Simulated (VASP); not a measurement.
Input of a VASP 6.6.1 run:

INCAR

```
SYSTEM = C
PREC = Accurate
ENCUT = 520
EDIFF = 1E-8
ISMEAR = 0
SIGMA = 0.02
LREAL = .False.
LASPH = .True.
NELM = 80
ALGO = Fast
ISIF = 2
LWAVE = .False.
LCHARG = .False.
GGA = PE
LEPSILON = .True.
IBRION = 8
NSW = 1
```

The input KPOINTS:

```
Automatic mesh
0
Gamma
  14 14 14
  0 0 0
```

Contents of POSCAR:

```
C                                       
1.0
    0.0000000000      1.7867104381      1.7867104381
    1.7867104381      0.0000000000      1.7867104381
    1.7867104381      1.7867104381      0.0000000000
  C             
     2
Direct
     0.0000000000000000    0.0000000000000000    0.0000000000000000
     0.2500000000000000    0.2500000000000000    0.2500000000000000
```

Potentials or basis: VASP PAW PBE potentials, release 64 (C).

Run with:

```console
$ cat potpaw_PBE.64/C/POTCAR > POTCAR
$ mpirun -np 1 vasp_std > vasp.out
```

Q: Estimate the electronic dielectric tensor (diagonal).

A: 5.86.

Q: Predict the Born charges (mean of the diagonal).

A: C +0.00 e.

Q: What does it give for the band gap on the k mesh?

A: 4.12 eV, indirect (least direct gap 5.57 eV).

Q: Predict the highest phonon frequency at Γ.

A: 1291 cm⁻¹.

Born effective charge tensors (e):
atom 1, C
```
0.00 0.00 0.00
0.00 0.00 0.00
0.00 0.00 0.00
```
atom 2, C
```
0.00 0.00 0.00
0.00 0.00 0.00
0.00 0.00 0.00
```

A k mesh can miss the band edges.
